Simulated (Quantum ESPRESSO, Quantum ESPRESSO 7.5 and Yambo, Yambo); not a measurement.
# Quasiparticle gap of CuI (Marshite) in Yambo

Aim: the G0W0 gap of CuI (Marshite) on PBE, step by step.

Program: Quantum ESPRESSO 7.5 and Yambo 5.3.0. Level of theory: PBE and many-body steps on it, plane waves. Results are calculated unless marked as measured.

The database entry behind the starting cell differs from later determinations by our own check (about 0.15 % long (mineral sample)), so it need not match the best structure at ambient conditions.

In doubt: a PseudoDojo file used here is known to give poor structures and forces, which bears on pressures, cells, forces and phonons.

## Step 1: Starting point

It takes space group F-43m (No. 216, cubic). Conventional cell: a = 6.063 Å, b = 6.063 Å, c = 6.063 Å, α = 90.00°, β = 90.00°, γ = 90.00°. Nearest to Cu lie 4 I at 2.63 Å. Nearest to I lie 4 Cu at 2.63 Å. Farther neighbours and most contacts between anions are not listed.

The cell and positions come from the Crystallography Open Database and are kept as given unless a step says otherwise. Spin-orbit coupling is left out unless a step names it.

## Step 2: Ground state

This step: Quantum ESPRESSO 7.5; DFT, PBE, plane waves, norm-conserving pseudopotentials.

The ground-state density comes first.

pw.in reads:

```
&control
  calculation = 'scf'
  prefix = 'x'
  outdir = 'o'
  pseudo_dir = 'pseudo'
/
&system
  ibrav = 0
  nat = 2
  ntyp = 2
  ecutwfc = 84.0
  nbnd = 27
  force_symmorphic = .true.
/
&electrons
  conv_thr = 1e-10
  electron_maxstep = 80
  mixing_beta = 0.5
/
ATOMIC_SPECIES
  Cu 63.546 Cu.upf
  I 126.9 I.upf
CELL_PARAMETERS angstrom
  0.0000000000 3.0315000000 3.0315000000
  3.0315000000 -0.0000000000 3.0315000000
  3.0315000000 3.0315000000 0.0000000000
ATOMIC_POSITIONS crystal
  Cu 0.2500000000 0.2500000000 0.2500000000
  I 0.0000000000 0.0000000000 0.0000000000
K_POINTS automatic
  6 6 6 0 0 0
```

The run is started by

```bash
OMP_NUM_THREADS=1 mpirun -n 4 pw.x -nk 4 -in pw.in > pw.out
```

The log of the run:

```text
Program PWSCF v.7.5 starts

     This program is part of the open-source Quantum ESPRESSO suite
     for quantum simulation of materials; please cite
         "P. Giannozzi et al., J. Phys.:Condens. Matter 21 395502 (2009);
         "P. Giannozzi et al., J. Phys.:Condens. Matter 29 465901 (2017);
         "P. Giannozzi et al., J. Chem. Phys. 152 154105 (2020);
     in publications or presentations arising from this work. More details at
     Message from routine setup:
     using ibrav=0 with symmetry is DISCOURAGED, use correct ibrav instead

     G-vector sticks info

     bravais-lattice index     =            0
     lattice parameter (alat)  =       8.1016  a.u.
     unit-cell volume          =     376.0099 (a.u.)^3
     number of atoms/cell      =            2
     number of atomic types    =            2
     number of electrons       =        44.00
     number of Kohn-Sham states=           27
     kinetic-energy cutoff     =      84.0000  Ry
     charge density cutoff     =     336.0000  Ry
     scf convergence threshold =      1.0E-10
     mixing beta               =       0.5000
     number of iterations used =            8  plain     mixing
     Exchange-correlation= PBE
                           (   1   4   3   4   0   0   0)

     celldm(1)=   8.101612  celldm(2)=   0.000000  celldm(3)=   0.000000
     celldm(4)=   0.000000  celldm(5)=   0.000000  celldm(6)=   0.000000

     crystal axes: (cart. coord. in units of alat)
               a(1) = (   0.000000   0.707107   0.707107 )
               a(2) = (   0.707107  -0.000000   0.707107 )
               a(3) = (   0.707107   0.707107   0.000000 )

     reciprocal axes: (cart. coord. in units 2 pi/alat)
               b(1) = ( -0.707107  0.707107  0.707107 )
               b(2) = (  0.707107 -0.707107  0.707107 )
               b(3) = (  0.707107  0.707107 -0.707107 )
     Pseudo is Norm-conserving + core correction, Zval = 19.0
     Generated using ONCVPSP code by D. R. Hamann
     Using radial grid of 1492 points,  6 beta functions with:
     Pseudo is Norm-conserving + core correction, Zval = 25.0
     Generated using ONCVPSP code by D. R. Hamann
     Using radial grid of 1188 points,  8 beta functions with:
     Cu               19.00    63.54600     Cu( 1.00)
     I                25.00   126.90000     I ( 1.00)

     24 Sym. Ops. (no inversion) found

   Cartesian axes

     site n.     atom                  positions (alat units)
         1        Cu     tau(   1) = (   0.3535534   0.3535534   0.3535534  )
         2        I      tau(   2) = (   0.0000000   0.0000000   0.0000000  )

     number of k points=    16
                       cart. coord. in units 2pi/alat
        k(    1) = (   0.0000000   0.0000000   0.0000000), wk =   0.0092593
        k(    2) = (   0.1178511   0.1178511  -0.1178511), wk =   0.0740741
        k(    3) = (   0.2357023   0.2357023  -0.2357023), wk =   0.0740741
        k(    4) = (  -0.3535534  -0.3535534   0.3535534), wk =   0.0370370
        k(    5) = (   0.2357023   0.0000000  -0.0000000), wk =   0.0555556
        k(    6) = (   0.3535534   0.1178511  -0.1178511), wk =   0.2222222
        k(    7) = (  -0.2357023  -0.4714045   0.4714045), wk =   0.2222222
        k(    8) = (  -0.1178511  -0.3535534   0.3535534), wk =   0.2222222
        k(    9) = (   0.0000000  -0.2357023   0.2357023), wk =   0.1111111
        k(   10) = (   0.4714045   0.0000000  -0.0000000), wk =   0.0555556
     [... 4 further rows ...]
        k(   15) = (  -0.1178511  -0.3535534   0.5892557), wk =   0.2222222
        k(   16) = (  -0.7071068   0.2357023   0.0000000), wk =   0.1111111

     Dense  grid:    39189 G-vectors     FFT dimensions: (  48,  48,  48)

     Initial potential from superposition of free atoms

     starting charge      43.9996, renormalised to      44.0000
     Starting wfcs are   23 randomized atomic wfcs +    4 random wfcs

     per-process dynamical memory:    34.5 Mb

     Self-consistent Calculation

     iteration #  1     ecut=    84.00 Ry     beta= 0.50

     Threshold (ethr) on eigenvalues was too large:
     Diagonalizing with lowered threshold

     total energy              =   -1004.64241301 Ry
     estimated scf accuracy    <       0.07425751 Ry

     iteration #  2     ecut=    84.00 Ry     beta= 0.50

     total energy              =   -1004.66553308 Ry
     estimated scf accuracy    <       0.06640166 Ry

     iteration #  3     ecut=    84.00 Ry     beta= 0.50

     total energy              =   -1004.67483485 Ry
     estimated scf accuracy    <       0.00140042 Ry

     iteration #  4     ecut=    84.00 Ry     beta= 0.50

     total energy              =   -1004.67512242 Ry
     estimated scf accuracy    <       0.00084776 Ry

     iteration #  5     ecut=    84.00 Ry     beta= 0.50

     total energy              =   -1004.67526120 Ry
     estimated scf accuracy    <       0.00000621 Ry

     iteration #  6     ecut=    84.00 Ry     beta= 0.50

     total energy              =   -1004.67525988 Ry
     estimated scf accuracy    <       0.00001651 Ry

     iteration #  7     ecut=    84.00 Ry     beta= 0.50

     total energy              =   -1004.67526477 Ry
     estimated scf accuracy    <       0.00000369 Ry

     iteration #  8     ecut=    84.00 Ry     beta= 0.50

     total energy              =   -1004.67526522 Ry
     estimated scf accuracy    <       0.00000010 Ry

     iteration #  9     ecut=    84.00 Ry     beta= 0.50

     total energy              =   -1004.67526523 Ry
     estimated scf accuracy    <          8.7E-09 Ry

     iteration # 10     ecut=    84.00 Ry     beta= 0.50

     total energy              =   -1004.67526523 Ry
     estimated scf accuracy    <          8.6E-09 Ry

     iteration # 11     ecut=    84.00 Ry     beta= 0.50

     End of self-consistent calculation

          k = 0.0000 0.0000 0.0000 (  4909 PWs)   bands (ev):

  -167.0560-113.9829-113.9829-113.9829-102.3482 -59.7749 -59.7749 -59.7749
   -36.5976 -36.5976 -36.5952 -36.5952 -36.5952  -4.8943   5.5003   5.5003
     5.5003   7.3186   7.3186   9.1591   9.1591   9.1591  10.2556  14.0271
    14.0271  14.0271  17.2831

          k = 0.1179 0.1179-0.1179 (  4870 PWs)   bands (ev):

  -167.0560-113.9828-113.9828-113.9828-102.3482 -59.7748 -59.7748 -59.7748
   -36.5942 -36.5942 -36.5936 -36.5874 -36.5874  -4.7695   4.9894   5.5088
     5.5088   7.3098   7.3098   8.2966   8.9664   8.9664  11.1872  14.0221
    14.3750  14.3750  17.9718

          k = 0.2357 0.2357-0.2357 (  4879 PWs)   bands (ev):

  -167.0560-113.9828-113.9828-113.9828-102.3482 -59.7748 -59.7748 -59.7748
   -36.5953 -36.5953 -36.5926 -36.5874 -36.5874  -4.4958   4.0114   5.5190
     5.5190   7.3210   7.3210   7.6146   8.6206   8.6206  11.3723  14.6367
    14.6367  15.5573  17.7768

          k =-0.3536-0.3536 0.3536 (  4910 PWs)   bands (ev):

     [... further k-points ...]

     highest occupied, lowest unoccupied level (ev):     9.1591   10.2556

!    total energy              =   -1004.67526523 Ry
     estimated scf accuracy    <          2.5E-12 Ry

     The total energy is the sum of the following terms:
     one-electron contribution =    -810.28903411 Ry
     hartree contribution      =     392.75897309 Ry
     xc contribution           =    -126.08869929 Ry
     ewald contribution        =    -461.05650492 Ry

     convergence has been achieved in  11 iterations

     XML data file, charge density, pseudopotentials, collected wavefunctions

=------------------------------------------------------------------------------=
   JOB DONE.
=------------------------------------------------------------------------------=
```

Run time: 12 s. Hardware: 4 MPI ranks of Arm Neoverse V1, shared host; peak memory 0.33 GiB; 47 s of CPU time.

This step gave:

| Property | Result |
| --- | --- |
| total energy | -13669.3033 eV |
| gap | 1.096 eV |
| k of the valence top | 0, 0, 0 |
| k of the conduction bottom | 0, 0, 0 |
| least direct gap | 1.096 eV |

The gap is direct, at Γ.

## Step 3: Bands along the symmetry lines

The cheap functional maps the bands first; the places of the edges decide which points the dearer methods must see.

pw.in reads:

```
&control
  calculation = 'bands'
  prefix = 'x'
  outdir = 'o'
  pseudo_dir = 'pseudo'
/
&system
  ibrav = 0
  nat = 2
  ntyp = 2
  ecutwfc = 84.0
  nbnd = 28
  force_symmorphic = .true.
/
&electrons
  conv_thr = 1e-9
  electron_maxstep = 80
  diago_full_acc = .true.
  diago_thr_init = 5e-6
/
ATOMIC_SPECIES
  Cu 63.546 Cu.upf
  I 126.9 I.upf
CELL_PARAMETERS angstrom
  0.0000000000 3.0315000000 3.0315000000
  3.0315000000 -0.0000000000 3.0315000000
  3.0315000000 3.0315000000 0.0000000000
ATOMIC_POSITIONS crystal
  Cu 0.2500000000 0.2500000000 0.2500000000
  I 0.0000000000 0.0000000000 0.0000000000
K_POINTS crystal
  50
  0.00000000 0.00000000 0.00000000 1
  -0.06250000 -0.06250000 0.00000000 1
  -0.12500000 -0.12500000 0.00000000 1
  -0.18750000 -0.18750000 0.00000000 1
  -0.25000000 -0.25000000 0.00000000 1
  -0.31250000 -0.31250000 0.00000000 1
  -0.37500000 -0.37500000 0.00000000 1
  -0.43750000 -0.43750000 0.00000000 1
  -0.50000000 -0.50000000 0.00000000 1
  -0.48437500 -0.48437500 0.03125000 1
  -0.46875000 -0.46875000 0.06250000 1
  -0.45312500 -0.45312500 0.09375000 1
  -0.43750000 -0.43750000 0.12500000 1
  -0.42187500 -0.42187500 0.15625000 1
  -0.40625000 -0.40625000 0.18750000 1
  -0.39062500 -0.39062500 0.21875000 1
  -0.37500000 -0.37500000 0.25000000 1
  -0.37500000 0.00000000 0.37500000 1
  -0.32812500 0.00000000 0.32812500 1
  -0.28125000 0.00000000 0.28125000 1
  -0.23437500 0.00000000 0.23437500 1
  -0.18750000 0.00000000 0.18750000 1
  -0.14062500 0.00000000 0.14062500 1
  -0.09375000 0.00000000 0.09375000 1
  -0.04687500 0.00000000 0.04687500 1
  0.00000000 0.00000000 0.00000000 1
  0.00000000 0.00000000 0.06250000 1
  0.00000000 0.00000000 0.12500000 1
  0.00000000 0.00000000 0.18750000 1
  0.00000000 0.00000000 0.25000000 1
  0.00000000 0.00000000 0.31250000 1
  0.00000000 0.00000000 0.37500000 1
  0.00000000 0.00000000 0.43750000 1
  -0.00000000 0.00000000 0.50000000 1
  -0.06250000 -0.03125000 0.46875000 1
  -0.12500000 -0.06250000 0.43750000 1
  -0.18750000 -0.09375000 0.40625000 1
  -0.25000000 -0.12500000 0.37500000 1
  -0.31250000 -0.15625000 0.34375000 1
  -0.37500000 -0.18750000 0.31250000 1
  -0.43750000 -0.21875000 0.28125000 1
  -0.50000000 -0.25000000 0.25000000 1
  -0.50000000 -0.28125000 0.21875000 1
  -0.50000000 -0.31250000 0.18750000 1
  -0.50000000 -0.34375000 0.15625000 1
  -0.50000000 -0.37500000 0.12500000 1
  -0.50000000 -0.40625000 0.09375000 1
  -0.50000000 -0.43750000 0.06250000 1
  -0.50000000 -0.46875000 0.03125000 1
  -0.50000000 -0.50000000 0.00000000 1
```

The log of the run:

```text
[banner, memory and clock lines left out]
Program PWSCF v.7.5 starts

     Atomic positions and unit cell read from directory:
     o/x.save/

     Message from routine setup:
     using ibrav=0 with symmetry is DISCOURAGED, use correct ibrav instead

     G-vector sticks info

     bravais-lattice index     =            0
     lattice parameter (alat)  =       8.1016  a.u.
     unit-cell volume          =     376.0099 (a.u.)^3
     number of atoms/cell      =            2
     number of atomic types    =            2
     number of electrons       =        44.00
     number of Kohn-Sham states=           28
     kinetic-energy cutoff     =      84.0000  Ry
     charge density cutoff     =     336.0000  Ry
     Exchange-correlation= PBE
                           (   1   4   3   4   0   0   0)

     celldm(1)=   8.101612  celldm(2)=   0.000000  celldm(3)=   0.000000
     celldm(4)=   0.000000  celldm(5)=   0.000000  celldm(6)=   0.000000

     crystal axes: (cart. coord. in units of alat)
               a(1) = (   0.000000   0.707107   0.707107 )
               a(2) = (   0.707107  -0.000000   0.707107 )
               a(3) = (   0.707107   0.707107   0.000000 )

     reciprocal axes: (cart. coord. in units 2 pi/alat)
               b(1) = ( -0.707107  0.707107  0.707107 )
               b(2) = (  0.707107 -0.707107  0.707107 )
               b(3) = (  0.707107  0.707107 -0.707107 )
     Pseudo is Norm-conserving + core correction, Zval = 19.0
     Generated using ONCVPSP code by D. R. Hamann
     Using radial grid of 1492 points,  6 beta functions with:
     Pseudo is Norm-conserving + core correction, Zval = 25.0
     Generated using ONCVPSP code by D. R. Hamann
     Using radial grid of 1188 points,  8 beta functions with:
     Cu               19.00    63.54600     Cu( 1.00)
     I                25.00   126.90000     I ( 1.00)

     24 Sym. Ops. (no inversion) found

   Cartesian axes

     site n.     atom                  positions (alat units)
         1        Cu     tau(   1) = (   0.3535534   0.3535534   0.3535534  )
         2        I      tau(   2) = (   0.0000000   0.0000000   0.0000000  )

     number of k points=    50
                       cart. coord. in units 2pi/alat
        k(    1) = (   0.0000000   0.0000000   0.0000000), wk =   0.0400000
        k(    2) = (   0.0000000   0.0000000  -0.0883883), wk =   0.0400000
        k(    3) = (   0.0000000   0.0000000  -0.1767767), wk =   0.0400000
[...]
[... 38 further rows ...]
        k(   49) = (   0.0441942  -0.0000000  -0.7071068), wk =   0.0400000
        k(   50) = (   0.0000000   0.0000000  -0.7071068), wk =   0.0400000

     Dense  grid:    39189 G-vectors     FFT dimensions: (  48,  48,  48)

     The potential is recalculated from file :
     o/x.save/charge-density

     Starting wfcs are   23 randomized atomic wfcs +    5 random wfcs

     Band Structure Calculation

     End of band structure calculation

          k = 0.0000 0.0000 0.0000 (  4909 PWs)   bands (ev):

  -167.0560-113.9828-113.9828-113.9828-102.3482 -59.7749 -59.7749 -59.7749
   -36.5976 -36.5976 -36.5952 -36.5952 -36.5952  -4.8943   5.5003   5.5003
     5.5003   7.3186   7.3186   9.1591   9.1591   9.1591  10.2556  14.0271
    14.0271  14.0271  17.2832  18.8735

          k = 0.0000 0.0000-0.0884 (  4925 PWs)   bands (ev):

  -167.0560-113.9829-113.9829-113.9828-102.3482 -59.7750 -59.7750 -59.7749
   -36.5994 -36.5985 -36.5985 -36.5982 -36.5949  -4.8696   5.4099   5.4956
[...]
14.1755  14.1755  17.5784  18.1738

          k = 0.0000 0.0000-0.1768 (  4897 PWs)   bands (ev):

  -167.0560-113.9829-113.9829-113.9828-102.3482 -59.7749 -59.7749 -59.7748
[...]
14.5885  14.5885  17.0946  18.4674

          k =-0.0000 0.0000-0.2652 (  4905 PWs)   bands (ev):

[...]
k = 0.0000 0.0000-0.3536 (  4865 PWs)   bands (ev):

[...]
k = 0.0000-0.0000-0.4419 (  4897 PWs)   bands (ev):

[...]
k =-0.0000 0.0000-0.5303 (  4884 PWs)   bands (ev):

[...]
k = 0.0000-0.0000-0.6187 (  4888 PWs)   bands (ev):

[...]
k = 0.5303-0.0000-0.5303 (  4914 PWs)   bands (ev):

[...]
k = 0.0000 0.0000 0.0000 (  4909 PWs)   bands (ev):

[...]
k = 0.1326 0.0000-0.7071 (  4890 PWs)   bands (ev):

[...]
k = 0.0884-0.0000-0.7071 (  4884 PWs)   bands (ev):

[...]
k = 0.0442-0.0000-0.7071 (  4882 PWs)   bands (ev):

  -167.0560-113.9828-113.9828-113.9828-102.3482 -59.7749 -59.7748 -59.7748
[...]
18.1644  18.7147  18.9658  20.7298

          k = 0.0000 0.0000-0.7071 (  4880 PWs)   bands (ev):

  -167.0560-113.9828-113.9828-113.9828-102.3482 -59.7749 -59.7748 -59.7748
   -36.5931 -36.5931 -36.5925 -36.5916 -36.5867  -4.1574   3.5576   5.3813
     5.3814   7.2933   7.3713   7.4075   7.6717   7.6717  11.8621  12.0485
    18.3107  18.8995  18.8995  20.6969

     XML data file, pseudopotentials, collected wavefunctions
```

The job ended after 8 s (4 MPI ranks; peak memory 0.27 GiB; 32 s of CPU time).

Numbers from this step:

| Quantity | Value |
| --- | --- |
| gap | 1.096 eV |
| k of the valence top | 0, 0, 0 |
| k of the conduction bottom | 0, 0, 0 |
| least direct gap | 1.096 eV |

The gap is 1.096 eV, as in the run before at this level.

Electronic bands along the path, in eV, zero at the top of the highest filled band:

```
    point  band 19  band 20  band 21  band 22  band 23  band 24  band 25  band 26
        Γ    -1.84     0.00     0.00     0.00     1.10     4.87     4.87     4.87
  halfway    -1.80    -1.09    -0.87    -0.87     3.19     3.38     6.78     6.78
        X    -1.79    -1.75    -1.49    -1.49     2.70     2.89     9.15     9.74
  halfway    -1.79    -1.77    -1.48    -1.42     2.86     3.37     8.40     8.98
        U    -1.81    -1.70    -1.50    -1.24     3.08     4.60     7.53     7.86
jump to K    -1.81    -1.70    -1.50    -1.24     3.08     4.60     7.53     7.86
  halfway    -1.82    -1.33    -1.06    -0.39     3.07     4.98     5.56     5.64
        Γ    -1.84     0.00     0.00     0.00     1.10     4.87     4.87     4.87
  halfway    -1.85    -1.26    -0.37    -0.37     2.24     5.42     5.42     5.46
        L    -1.81    -1.77    -0.71    -0.71     2.12     5.41     5.41     7.37
  halfway    -1.83    -1.71    -1.29    -1.00     3.46     4.67     6.21     7.41
        W    -1.89    -1.76    -1.59    -1.25     4.47     4.65     6.00     6.38
  halfway    -1.86    -1.76    -1.54    -1.34     3.38     3.49     7.78     7.90
        X    -1.79    -1.75    -1.49    -1.49     2.70     2.89     9.15     9.74
```

(Continued in part 2 of 3.)

[Paths, hosts, dates, memory and timing lines, banners, echoed tables and standing remarks are left out of the program output.]

[Logs are printed without paths, hosts, clocks, repeated set-up lines and the standing remarks that a program may print on its own settings, such as how far it seeks lower states.]

[Runs of the session that timed out or met a known fault of the program may be left out.]

[Hosts, paths, dates, database ids (printed as entryN), source tags and the programs' standing remarks are cut or masked in the printed files.]
